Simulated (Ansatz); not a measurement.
Runs of Ansatz 0.2.0 on Al. It takes space group Im-3m (No. 229, cubic). Conventional cell: a = 3.182 Å, b = 3.182 Å, c = 3.182 Å, α = 90.00°, β = 90.00°, γ = 90.00°. Around Al (site symmetry m-3m) lie 8 Al at 2.76 Å. This isn't the form of Al at room conditions, which is fcc.

| task | level | potentials or basis | spin | fixed moment (μB) | cell | k mesh | cutoff (eV) | smearing | scf mixing algorithm | scf mixing beta | scf mixing ndim | magnetic field | sphere radius (all atoms) | basis error allowed | other keys | mesh quality | gap on the mesh (eV) | pressure (GPa) | moment (μB) |
| --- | --- | --- | --- | --- | --- | --- | --- | --- | --- | --- | --- | --- | --- | --- | --- | --- | --- | --- | --- |
| band structure | RPBE+D4 | all-electron PAW datasets made for the crystal | collinear, ferromagnetic start | 1.0 | volume scaled by 1.25 | 12 × 12 × 12 | 120 | gaussian 0.01 eV | - | - | - | - | - | - | - | not flagged | - | (a) | - |
| projected density of states | revPBE | all-electron LAPW, relativistic spinors | non-collinear, random start, SOC | - | as given | 9 × 9 × 9 | 147 | fermi-dirac 0.01 eV | anderson | 0.2 | 4 | - | - | 0.001 eV/atom | scf.mixing.algorithm = anderson; scf.mixing.beta = 0.2; … | coarse | - | 5.2 | 0.00 |
| magnetic field | revPBE | all-electron LAPW, point nuclei | collinear, random start | - | cell strained at random at fixed volume | 12 × 12 × 12 | 150 | gaussian 0.1 eV | - | - | - | 1000 T | - | 0.001 eV/atom | - | not flagged | none | 4.9 | 0.05 |
| single point | PBE | all-electron LAPW, scalar-relativistic | off | - | as given | 12 × 12 × 12 | 147 | fermi-dirac 0.05 eV | - | - | - | - | - | 0.001 eV/atom | - | not flagged | none | 3.8 | - |
| relaxation of cell and atoms | revPBE+D3(BJ)+ATM | all-electron LAPW, non-relativistic | collinear, random start | - | relaxed from: cell stretched | 12 × 12 × 12 | - | cold 0.025 eV | - | - | - | - | 1.188 Å | 0.001 eV/atom | hamiltonian.pseudopotentials.lapw.muffin_tin_radii = 1.188 | not flagged | - | 0.0 | 0.00 |
| single point | PBE | all-electron LAPW, scalar-relativistic | off | - | cell strained at random at fixed volume | 12 × 12 × 12 | 160 | fermi-dirac 0.05 eV | - | - | - | - | - | 0.001 eV/atom | - | not flagged | none | 3.9 | - |
| single point | PBE | all-electron LAPW, scalar-relativistic | off | - | as given | 5 × 5 × 5 | 122 | fermi-dirac 0.04 eV | - | - | - | - | - | 0.003 eV/atom | - | coarse | none | (b) | - |
| elastic constants | B88-PBE | all-electron LAPW, scalar-relativistic | off | - | as given | 9 × 9 × 9 | 145 | fermi-dirac 0.1 eV | - | - | - | - | - | 0.002 eV/atom | - | coarse | none | 4.5 | - |

Q: Fill in the values left out.

A: (a) -6.9; (b) 5.7.

Caveats: some runs use coarse meshes; the k mesh is thin for a metal, which can move the energy by tens of meV per atom (some runs); the starting moments weren't kept (some runs); the total moment is fixed, so each spin has its own Fermi level (some runs); the cell is more than 3 GPa from zero pressure, which shifts response properties (some runs); the elastic tensor has a negative eigenvalue, so either the cell is unstable as it stands or the mesh is too thin (some runs).

A gap of «none» marks a metal or a gap under the smearing width.

The runs don't all hold the same shells in valence.
